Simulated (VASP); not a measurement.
The system is Cd.

```
CELL_PARAMETERS angstrom
-1.78432 1.78432 1.78432
1.78432 -1.78432 1.78432
1.78432 1.78432 -1.78432
ATOMIC_POSITIONS crystal
Cd 0.00000 0.00000 0.00000
```

This isn't the form of Cd at room conditions, which is hcp.

- Program: VASP 6.6.1
- Task: relaxation of cell and atoms
- Functional: AM05
- Potentials or basis: VASP PAW PBE potentials, release 64 (Cd)
- Cutoff: 600 eV
- k mesh: 10 × 10 × 10
- Occupations: fermi-dirac, width 0.05 eV
- Spin: no spin polarisation

At the start: pressure -2.4 GPa; volume 22.72 Å³/atom.

Problem. Where does the relaxation end?

Solution. Over 3 steps the energy falls by 10.4 meV/atom and the volume is 21.43 Å³/atom (-5.7 %); space group Im-3m (No. 229, to 0.05 Å).

Step by step:
| step | energy change (eV) | largest force (eV/Å) | pressure (GPa) | volume (Å³) |
| --- | --- | --- | --- | --- |
| 1 | 0.0000 | 0.0000 | -2.37 | 22.72 |
| 2 | -0.0101 | 0.0000 | -0.47 | 21.64 |
| 3 | -0.0104 | 0.0000 | 0.01 | 21.43 |

Final structure:
```xyz
1
Lattice="-1.7499 1.7499 1.7499 1.7499 -1.7499 1.7499 1.7499 1.7499 -1.7499" Properties=species:S:1:pos:R:3 pbc="T T T"
Cd    0.0000    0.0000    0.0000
```

Caveat: the PAW data sets were made with another functional, which shifts forces and pressure a little.
